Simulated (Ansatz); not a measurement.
# Au: the cost of one run

Program: Ansatz 0.2.0. Level of theory: DFT PBE, scalar-relativistic, plane waves, PAW. These are calculated values, not measurements.

1 further run of the same task is left out (it didn't finish).

### Step 1. The structure to begin with

Symmetry: Cmcm, No. 63, orthorhombic system. Conventional cell: a = 2.865 Å, b = 5.141 Å, c = 4.892 Å, α = 90.00°, β = 90.00°, γ = 90.00°. Around Au (site symmetry m2m) lie 12 Au at 2.87 to 2.97 Å.

Coordinates:

```xyz
2
Lattice="1.4327 -2.5704 0.0000 1.4327 2.5704 0.0000 0.0000 0.0000 4.8921" Properties=species:S:1:pos:R:3 pbc="T T T"
Au    1.4327   -0.8428    1.2230
Au    1.4327    0.8428    3.6691
```

It goes back to an entry of the Materials Project, which need not be the stable form.

This cell was relaxed beforehand with the same method: volume 18.02 Å³/atom, gap on the mesh none (metal).

### Step 2. Volume × 0.97

File input.yaml:

```yaml
crystal:
  lattice:
    - [1.418237857, -2.5444158181, 0.0]
    - [1.418237857, 2.5444158181, 0.0]
    - [0.0, 0.0, 4.842714031]
  atoms:
    - { symbol: Au, position: [0.6639514441, 0.3360485559, 0.25] }
    - { symbol: Au, position: [0.3360485559, 0.6639514441, 0.75] }
basis:
  ecutwfc: 420
kpoints:
  mp_grid: { grid: [16, 16, 10] }
hamiltonian:
  xc: pbe
scf:
  occupations: { method: gaussian, width: 0.1 }
output:
  forces: true
  stress: true
  eigenvalues: true
  write_density: true
  write_potential: true
  elf: true
  volumetric_format: npy
relax:
  adjacent_minimum: "off"
  f_tol: 0.01
  max_steps: 30
  cell: { stress_tol: 0.1, fix: [volume] }
```

The run is started by

```bash
$ ansatz run input.yaml --threads 1 --pin off --max-ram 2560MiB --backend cpu --events-out ev --progress --plain --runs-dir out
```

What time and memory should one allow on 1 thread of Intel Xeon at 2.70GHz, shared host?

About 54 s, with a peak of 0.58 GiB.
